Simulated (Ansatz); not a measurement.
# Si2Mo: equation of state

How stiff is Si2Mo, and at what volume does the pressure vanish? The cell is scaled evenly, atoms carried along, and solved with LAPW, PAW and all-electron datasets made for the crystal.

Program: Ansatz 0.2.0. Level of theory: DFT PBE, scalar-relativistic. These are calculated values, not measurements.

## 1. The starting structure

The structure is tetragonal, space group I4/mmm (No. 139). Conventional cell: a = 3.200 Å, b = 3.200 Å, c = 7.861 Å, α = 90.00°, β = 90.00°, γ = 90.00°. Around Si (site symmetry 4mm) lie 5 Si at 2.61 to 2.63 Å and 5 Mo at 2.62 Å. Mo (site symmetry 4/mmm) is surrounded by 10 Si at 2.62 Å.

Structure file:

```xyz
3
Lattice="-1.6000 1.6000 3.9305 1.6000 -1.6000 3.9305 1.6000 1.6000 -3.9305" Properties=species:S:1:pos:R:3 pbc="T T T"
Si    0.0000    0.0000    2.6177
Si    0.0000    0.0000    5.2433
Mo    0.0000    0.0000    0.0000
```

Atoms are numbered in the order of the input: Si1, Si2, Mo3.

## 2. Volume × 0.94, LAPW

input.yaml reads:

```yaml
crystal:
  lattice:
    - [-1.5673377739, 1.5673377739, 3.8502632003]
    - [1.5673377739, -1.5673377739, 3.8502632003]
    - [1.5673377739, 1.5673377739, -3.8502632003]
  atoms:
    - { symbol: Si, position: [0.333, 0.333, 0.0] }
    - { symbol: Si, position: [0.667, 0.667, 0.0] }
    - { symbol: Mo, position: [0.0, 0.0, 0.0] }
kpoints:
  mp_grid: { grid: [12, 12, 16] }
  band_path:
    path:
      - [0.0, 0.0, 0.0]
      - [0.0, 0.0, 0.5]
      - [0.25, 0.25, 0.25]
      - [0.0, 0.5, 0.0]
      - [0.0, 0.0, 0.0]
      - [0.5, 0.5, -0.5]
      - [0.2914270847, 0.7085729153, -0.2914270847]
      - [-0.2914270847, 0.2914270847, 0.2914270847]
      - [0.0, 0.0, 0.0]
    npoints: 5
scf:
  occupations: { method: fermi_dirac, width: 0.03 }
hamiltonian:
  xc: pbe
  pseudopotentials: { kind: all_electron, lapw: { basis_error: 0.001 } }
output:
  forces: true
  stress: true
  eigenvalues: true
```

Started as:

```console
$ ansatz run input.yaml --threads 1 --pin off --max-ram 6144MiB --backend cpu --events-out ev --progress --plain --runs-dir out
```

The log of the run, cut to the lines that bear on the results:

```text
Warning: crystal.symmetry: narrowed to the stabiliser of the k-point mesh — unitary ops 16 → 4; excluded 12 operations that carry a point of the 12×12×16 mesh (shift [0, 0, 0]) off the mesh (the run samples exactly the mesh kpoints.mp_grid names, as under crystal.symmetry.detect: false, [...]
LAPW: plane waves up to 7.839 Å⁻¹, error target 1.0e-3 eV per atom; small_component_spin mean_spin; Si in spheres of 1.151 Å, 12 of its electrons in bands, Dirac shells []; Mo in spheres of 1.411 Å, 30 of its electrons in bands, Dirac shells []
[...]
Pseudopotentials: kind: all_electron
Pseudopotential: Si, LAPW, valence charge 12, Koelling and Harmon's equation, gaussian nucleus
Pseudopotential: Mo, LAPW, valence charge 30, Koelling and Harmon's equation, gaussian nucleus
Functional definition: PBE
[...]
Crystal: 3 atoms, lattice volume = 37.833 Å³
Basis set: ecut = 234.14936913689436 eV, 309 PW (Γ), FFT grids on a1+a3, a2+a3, a3, exchange–correlation at level 2
Bands: 33, of which v1, the nominal top of the filled ones, is band 27 counted from 1 (26 counted from 0)
Symmetry: 4 space group operations
k-points: 632 of 2304
[...]
SCF iter   1: F=—  HF=-125964.479895 eV  |F-HF|=—  |Δ(HF+E_count)|=         —  Δρ=4.39e-2  dr2=8.02e-1  ethr=1.48e-3  ⟨swp⟩=2.0  Hψ=134337  notcnv=0
[...]
the basis was enlarged: its passes take 449.0 KiB over the memory plan, 1 of 1 planned eigensolver slots
[...]
SCF iter  10: F=-125963.713547 eV  HF=-125963.713547 eV  |F-HF|=4.93e-9  |Δ(HF+E_count)|=   5.48e-8  Δρ=2.44e-6  dr2=3.47e-9  ethr=3.43e-10  ⟨swp⟩=2.0  Hψ=58601  notcnv=0
[...]
NSCF: frozen V_eff on 41 k-points
SCF converged after 10 iterations
Free energy (F): -125963.713547 eV
[...]
E sigma→0 (E₀):  -125963.713221 eV
Entropy (-TS):   -0.000653 eV (-0.218 meV/atom)
Fermi energy:    19.465371 eV
[...]
--- Forces (eV/Å), atoms counted from 1 ---
  atom   1  Si     0.00082069     0.00082069     0.18024339
  atom   2  Si    -0.00082069    -0.00082069    -0.18024339
  atom   3  Mo    -0.00000000    -0.00000000     0.00000000
[...]
--- Stress (GPa, compression-positive) ---
       17.420225       0.024868      -0.007936
        0.024868      17.420225      -0.007936
       -0.007936      -0.007936      18.209930
  P = ⅓ Tr σ = 17.6835 GPa (176.835 kbar)
--- Band table (eV; the first three rows and the last of 632) ---
[...]
```

It took 4 min on 1 thread of Arm Neoverse V1, shared host; peak memory 1.9 GiB.

In short: pressure 17.68 GPa; no gap; largest force 0.180 eV/Å.

## 3. Volume × 0.94, PAW

input.yaml reads:

```yaml
crystal:
  lattice:
    - [-1.5673377739, 1.5673377739, 3.8502632003]
    - [1.5673377739, -1.5673377739, 3.8502632003]
    - [1.5673377739, 1.5673377739, -3.8502632003]
  atoms:
    - { symbol: Si, position: [0.333, 0.333, 0.0] }
    - { symbol: Si, position: [0.667, 0.667, 0.0] }
    - { symbol: Mo, position: [0.0, 0.0, 0.0] }
kpoints:
  mp_grid: { grid: [12, 12, 16] }
scf:
  occupations: { method: fermi_dirac, width: 0.03 }
hamiltonian:
  xc: pbe
  pseudopotentials: { kind: paw }
output:
  forces: true
  stress: true
  eigenvalues: true
  efg: { contact_densities: true }
  write_density: true
  write_potential: true
  elf: true
  volumetric_format: npy
```

Started as:

```console
$ ansatz run input.yaml --threads 1 --pin off --max-ram 6144MiB --backend cpu --events-out ev --progress --plain --runs-dir out
```

The log of the run, cut to the lines that bear on the results:

```text
Warning: crystal.symmetry: narrowed to the stabiliser of the k-point mesh — unitary ops 16 → 4; excluded 12 operations that carry a point of the 12×12×16 mesh (shift [0, 0, 0]) off the mesh (the run samples exactly the mesh kpoints.mp_grid names, as under crystal.symmetry.detect: false, [...]
Mo: output.efg is read without spin–orbit coupling, which moves field gradients at and beside such atoms by some per cent and up to a factor of two; PAW files take it under magnetization.noncollinear and magnetization.spin_orbit
[...]
Pseudopotentials: kind: paw
Pseudopotential: Si, paw, valence charge 4, recommended cutoff 420 eV (normal)
Pseudopotential: Mo, paw, valence charge 14, recommended cutoff 420 eV (normal)
[... 1 set-up line as earlier in the session ...]
[...]
Crystal: 3 atoms, lattice volume = 37.833 Å³
Basis set: ecut = 420 eV, 761 PW (Γ), exchange–correlation on 60×60×60 points (8 copies of the dense FFT grid, shifted against one another)
[...]
  atom   2  Si    -0.00082814    -0.00082814    -0.18105591
  atom   3  Mo    -0.00000000    -0.00000000     0.00000000
[...]
--- Stress (GPa, compression-positive) ---
       17.401457       0.024611      -0.007960
        0.024611      17.401457      -0.007960
       -0.007960      -0.007960      18.190704
  P = ⅓ Tr σ = 17.6645 GPa (176.645 kbar)
--- PAW observables at the nuclei: V_zz in 10²¹ V/m², potentials from the cell's mean, atoms counted from 1 ---
  atom   1  Si V_zz =    -1.344637   η = 0.0024   by run symmetry: allowed
            electrostatic potential = -1369.695053 V   contact ρ = 12810.064165 e/Å³
  atom   2  Si V_zz =    -1.344637   η = 0.0024   by run symmetry: allowed
            electrostatic potential = -1369.695053 V   contact ρ = 12810.064165 e/Å³
  atom   3  Mo V_zz =    -6.621587   η = 0.0094   by run symmetry: allowed
            electrostatic potential = -6359.497970 V   contact ρ = 595250.688070 e/Å³
--- Band table (eV; the first three rows and the last of 632) ---
  k-point 0: bands = ["-43.4860", "-17.6969", "-17.5587", "-17.5578", "3.2233", "10.4347", "13.7957", "13.8514", "14.3354", "14.3357", "17.6114", "20.0523", "20.6568", "20.9985", "20.9989"]
[...]
```

It took 34 s on 1 thread of Arm Neoverse V1, shared host; peak memory 0.6 GiB.

This run gives: pressure 17.66 GPa; no gap; largest force 0.181 eV/Å; Vzz Si1 -1.3, Mo3 -6.6 (10²¹ V/m²).

## 4. Volume × 0.94, crystal datasets

Edit input.yaml of step 3 so:

```diff
@@ -15,3 +15,3 @@
   xc: pbe
-  pseudopotentials: { kind: paw }
+  pseudopotentials: { kind: all_electron, datasets: crystal }
 output:
@@ -21,5 +21 @@
   efg: { contact_densities: true }
-  write_density: true
-  write_potential: true
-  elf: true
-  volumetric_format: npy
```

Started as:

```console
$ ansatz run input.yaml --threads 1 --pin off --max-ram 6144MiB --backend cpu --events-out ev --progress --plain --runs-dir out
```

The log of the run, cut to the lines that bear on the results:

```text
Warning: crystal.symmetry: narrowed to the stabiliser of the k-point mesh — unitary ops 16 → 4; excluded 12 operations that carry a point of the 12×12×16 mesh (shift [0, 0, 0]) off the mesh (the run samples exactly the mesh kpoints.mp_grid names, as under crystal.symmetry.detect: false, [...]
Mo: output.efg is read without spin–orbit coupling, which moves field gradients at and beside such atoms by some per cent and up to a factor of two; PAW files take it under magnetization.noncollinear and magnetization.spin_orbit
[...]
[... 1 set-up line as earlier in the session ...]
Pseudopotential: Si, paw, valence charge 12, recommended cutoff 300 eV (normal), Koelling and Harmon's equation, gaussian nucleus
Pseudopotential: Mo, paw, valence charge 14, recommended cutoff 300 eV (normal), Koelling and Harmon's equation, gaussian nucleus
[... 1 set-up line as earlier in the session ...]
[...]
Crystal: 3 atoms, lattice volume = 37.833 Å³
[...]
  atom   2  Si    -0.00082088    -0.00082088    -0.18005258
  atom   3  Mo     0.00000000     0.00000000     0.00000000
[...]
--- Stress (GPa, compression-positive) ---
       17.418843       0.024865      -0.007943
        0.024865      17.418843      -0.007943
       -0.007943      -0.007943      18.208283
  P = ⅓ Tr σ = 17.6820 GPa (176.820 kbar)
  It holds what live shells' own plane waves past their cutoff add
--- PAW observables at the nuclei: V_zz in 10²¹ V/m², potentials from the cell's mean, atoms counted from 1 ---
  atom   1  Si V_zz =    -1.326500   η = 0.0023   by run symmetry: allowed
            electrostatic potential = -1369.484108 V   contact ρ = 12819.053082 e/Å³
  atom   2  Si V_zz =    -1.326500   η = 0.0023   by run symmetry: allowed
            electrostatic potential = -1369.484108 V   contact ρ = 12819.053082 e/Å³
  atom   3  Mo V_zz =    -6.656643   η = 0.0093   by run symmetry: allowed
            electrostatic potential = -6359.524645 V   contact ρ = 595304.774900 e/Å³
--- Band table (eV; the first three rows and the last of 632) ---
  k-point 0: bands = ["5.4947", "12.7057", "16.0646", "16.1242", "16.6075", "16.6078", "19.8846", "22.3269", "22.9252"]
[...]
```

It took 52 s on 1 thread of Arm Neoverse V1, shared host; peak memory 1.1 GiB.

Read from it: pressure 17.68 GPa; no gap; largest force 0.180 eV/Å; Vzz Si1 -1.3, Mo3 -6.7 (10²¹ V/m²).

## 5. Volume × 0.98, LAPW

input.yaml reads:

```yaml
crystal:
  lattice:
    - [-1.5892614214, 1.5892614214, 3.9041200105]
    - [1.5892614214, -1.5892614214, 3.9041200105]
    - [1.5892614214, 1.5892614214, -3.9041200105]
  atoms:
    - { symbol: Si, position: [0.333, 0.333, 0.0] }
    - { symbol: Si, position: [0.667, 0.667, 0.0] }
    - { symbol: Mo, position: [0.0, 0.0, 0.0] }
kpoints:
  mp_grid: { grid: [12, 12, 16] }
  band_path:
    path:
      - [0.0, 0.0, 0.0]
      - [0.0, 0.0, 0.5]
      - [0.25, 0.25, 0.25]
      - [0.0, 0.5, 0.0]
      - [0.0, 0.0, 0.0]
      - [0.5, 0.5, -0.5]
      - [0.2914270847, 0.7085729153, -0.2914270847]
      - [-0.2914270847, 0.2914270847, 0.2914270847]
      - [0.0, 0.0, 0.0]
    npoints: 5
scf:
  occupations: { method: fermi_dirac, width: 0.03 }
hamiltonian:
  xc: pbe
  pseudopotentials: { kind: all_electron, lapw: { basis_error: 0.001 } }
output:
  forces: true
  stress: true
  eigenvalues: true
```

Started as:

```console
$ ansatz run input.yaml --threads 1 --pin off --max-ram 6144MiB --backend cpu --events-out ev --progress --plain --runs-dir out
```

The log of the run, cut to the lines that bear on the results:

```text
Warning: crystal.symmetry: narrowed to the stabiliser of the k-point mesh — unitary ops 16 → 4; excluded 12 operations that carry a point of the 12×12×16 mesh (shift [0, 0, 0]) off the mesh (the run samples exactly the mesh kpoints.mp_grid names, as under crystal.symmetry.detect: false, [...]
LAPW: plane waves up to 7.711 Å⁻¹, error target 1.0e-3 eV per atom; small_component_spin mean_spin; Si in spheres of 1.164 Å, 12 of its electrons in bands, Dirac shells []; Mo in spheres of 1.435 Å, 24 of its electrons in bands, Dirac shells []
[...]
[... 2 set-up lines as earlier in the session ...]
Pseudopotential: Mo, LAPW, valence charge 24, Koelling and Harmon's equation, gaussian nucleus
[... 1 set-up line as earlier in the session ...]
[...]
Crystal: 3 atoms, lattice volume = 39.443 Å³
Basis set: ecut = 226.5468051898676 eV, 309 PW (Γ), FFT grids on a1+a3, a2+a3, a3, exchange–correlation at level 2
[...]
[... 1 set-up line as earlier in the session ...]
k-points: 632 of 2304
[...]
SCF iter   1: F=—  HF=-125964.647063 eV  |F-HF|=—  |Δ(HF+E_count)|=         —  Δρ=4.30e-2  dr2=8.38e-1  ethr=1.74e-3  ⟨swp⟩=2.0  Hψ=121720  notcnv=0
[...]
the basis was enlarged: its passes take 442.6 KiB over the memory plan, 1 of 1 planned eigensolver slots
[...]
SCF iter  10: F=-125963.834851 eV  HF=-125963.834851 eV  |F-HF|=1.36e-8  |Δ(HF+E_count)|=   5.54e-8  Δρ=3.08e-6  dr2=7.61e-9  ethr=4.55e-10  ⟨swp⟩=2.0  Hψ=51455  notcnv=0
[...]
NSCF: frozen V_eff on 41 k-points
SCF converged after 10 iterations
Free energy (F): -125963.834851 eV
[...]
E sigma→0 (E₀):  -125963.834502 eV
Entropy (-TS):   -0.000696 eV (-0.232 meV/atom)
Fermi energy:    18.571936 eV
[...]
--- Forces (eV/Å), atoms counted from 1 ---
  atom   1  Si     0.00074074     0.00074074     0.25109654
  atom   2  Si    -0.00074074    -0.00074074    -0.25109654
  atom   3  Mo     0.00000000    -0.00000000     0.00000000
[...]
--- Stress (GPa, compression-positive) ---
        7.070546       0.015947      -0.006318
        0.015947       7.070546      -0.006318
       -0.006318      -0.006318       6.437477
  P = ⅓ Tr σ = 6.8595 GPa (68.595 kbar)
--- Band table (eV; the first three rows and the last of 632) ---
[...]
```

Wall time 3.4 min (1 thread of Arm Neoverse V1, shared host); peak memory 1.8 GiB.

This run gives: pressure 6.86 GPa; no gap; largest force 0.251 eV/Å.

## 6. Volume × 0.98, PAW

input.yaml reads:

```yaml
crystal:
  lattice:
    - [-1.5892614214, 1.5892614214, 3.9041200105]
    - [1.5892614214, -1.5892614214, 3.9041200105]
    - [1.5892614214, 1.5892614214, -3.9041200105]
  atoms:
    - { symbol: Si, position: [0.333, 0.333, 0.0] }
    - { symbol: Si, position: [0.667, 0.667, 0.0] }
    - { symbol: Mo, position: [0.0, 0.0, 0.0] }
kpoints:
  mp_grid: { grid: [12, 12, 16] }
scf:
  occupations: { method: fermi_dirac, width: 0.03 }
hamiltonian:
  xc: pbe
  pseudopotentials: { kind: paw }
output:
  forces: true
  stress: true
  eigenvalues: true
  efg: { contact_densities: true }
  write_density: true
  write_potential: true
  elf: true
  volumetric_format: npy
```

Started as:

```console
$ ansatz run input.yaml --threads 1 --pin off --max-ram 6144MiB --backend cpu --events-out ev --progress --plain --runs-dir out
```

The log of the run, cut to the lines that bear on the results:

```text
Warning: crystal.symmetry: narrowed to the stabiliser of the k-point mesh — unitary ops 16 → 4; excluded 12 operations that carry a point of the 12×12×16 mesh (shift [0, 0, 0]) off the mesh (the run samples exactly the mesh kpoints.mp_grid names, as under crystal.symmetry.detect: false, [...]
Mo: output.efg is read without spin–orbit coupling, which moves field gradients at and beside such atoms by some per cent and up to a factor of two; PAW files take it under magnetization.noncollinear and magnetization.spin_orbit
[...]
[... 4 set-up lines as earlier in the session ...]
[...]
Crystal: 3 atoms, lattice volume = 39.443 Å³
Basis set: ecut = 420 eV, 769 PW (Γ), exchange–correlation on 64×64×64 points (8 copies of the dense FFT grid, shifted against one another)
[...]
  atom   2  Si    -0.00074721    -0.00074721    -0.25175365
  atom   3  Mo     0.00000000     0.00000000     0.00000000
[...]
--- Stress (GPa, compression-positive) ---
        7.044744       0.015774      -0.006342
        0.015774       7.044744      -0.006342
       -0.006342      -0.006342       6.407466
  P = ⅓ Tr σ = 6.8323 GPa (68.323 kbar)
--- PAW observables at the nuclei: V_zz in 10²¹ V/m², potentials from the cell's mean, atoms counted from 1 ---
  atom   1  Si V_zz =    -1.221265   η = 0.0055   by run symmetry: allowed
            electrostatic potential = -1368.650625 V   contact ρ = 12810.414175 e/Å³
  atom   2  Si V_zz =    -1.221265   η = 0.0055   by run symmetry: allowed
            electrostatic potential = -1368.650625 V   contact ρ = 12810.414175 e/Å³
  atom   3  Mo V_zz =    -6.072326   η = 0.0107   by run symmetry: allowed
            electrostatic potential = -6358.419140 V   contact ρ = 595249.110972 e/Å³
--- Band table (eV; the first three rows and the last of 632) ---
  k-point 0: bands = ["-44.3439", "-18.5217", "-18.4094", "-18.4084", "2.7478", "9.8992", "12.9276", "13.2525", "13.6503", "13.6508", "16.7866", "19.4037", "19.5719", "20.0629", "20.0633"]
[...]
```

It took 34 s on 1 thread of Arm Neoverse V1, shared host; peak memory 0.61 GiB.

In short: pressure 6.83 GPa; no gap; largest force 0.252 eV/Å; Vzz Si1 -1.2, Mo3 -6.1 (10²¹ V/m²).

## 7. Volume × 0.98, crystal datasets

Edit input.yaml of step 6 so:

```diff
@@ -15,3 +15,3 @@
   xc: pbe
-  pseudopotentials: { kind: paw }
+  pseudopotentials: { kind: all_electron, datasets: crystal }
 output:
@@ -21,5 +21 @@
   efg: { contact_densities: true }
-  write_density: true
-  write_potential: true
-  elf: true
-  volumetric_format: npy
```

Started as:

```console
$ ansatz run input.yaml --threads 1 --pin off --max-ram 6144MiB --backend cpu --events-out ev --progress --plain --runs-dir out
```

The log of the run, cut to the lines that bear on the results:

```text
Warning: crystal.symmetry: narrowed to the stabiliser of the k-point mesh — unitary ops 16 → 4; excluded 12 operations that carry a point of the 12×12×16 mesh (shift [0, 0, 0]) off the mesh (the run samples exactly the mesh kpoints.mp_grid names, as under crystal.symmetry.detect: false, [...]
Mo: output.efg is read without spin–orbit coupling, which moves field gradients at and beside such atoms by some per cent and up to a factor of two; PAW files take it under magnetization.noncollinear and magnetization.spin_orbit
[...]
[... 4 set-up lines as earlier in the session ...]
[...]
Crystal: 3 atoms, lattice volume = 39.443 Å³
[...]
  atom   2  Si    -0.00074034    -0.00074034    -0.25100689
  atom   3  Mo     0.00000000     0.00000000     0.00000000
[...]
--- Stress (GPa, compression-positive) ---
        7.069561       0.015951      -0.006322
        0.015951       7.069561      -0.006322
       -0.006322      -0.006322       6.437183
  P = ⅓ Tr σ = 6.8588 GPa (68.588 kbar)
  It holds what live shells' own plane waves past their cutoff add
--- PAW observables at the nuclei: V_zz in 10²¹ V/m², potentials from the cell's mean, atoms counted from 1 ---
  atom   1  Si V_zz =    -1.207365   η = 0.0055   by run symmetry: allowed
            electrostatic potential = -1368.494478 V   contact ρ = 12819.399037 e/Å³
  atom   2  Si V_zz =    -1.207365   η = 0.0055   by run symmetry: allowed
            electrostatic potential = -1368.494478 V   contact ρ = 12819.399037 e/Å³
  atom   3  Mo V_zz =    -6.110829   η = 0.0106   by run symmetry: allowed
            electrostatic potential = -6358.475834 V   contact ρ = 595303.211948 e/Å³
--- Band table (eV; the first three rows and the last of 632) ---
  k-point 0: bands = ["4.9274", "12.0781", "15.1051", "15.4329", "15.8304", "15.8308", "18.9675", "21.5857", "21.7496"]
[...]
```

Wall time 55 s (1 thread of Arm Neoverse V1, shared host); peak memory 1.1 GiB.

Result: pressure 6.86 GPa; no gap; largest force 0.251 eV/Å; Vzz Si1 -1.2, Mo3 -6.1 (10²¹ V/m²).

(Part 1 of 2 ends here.)
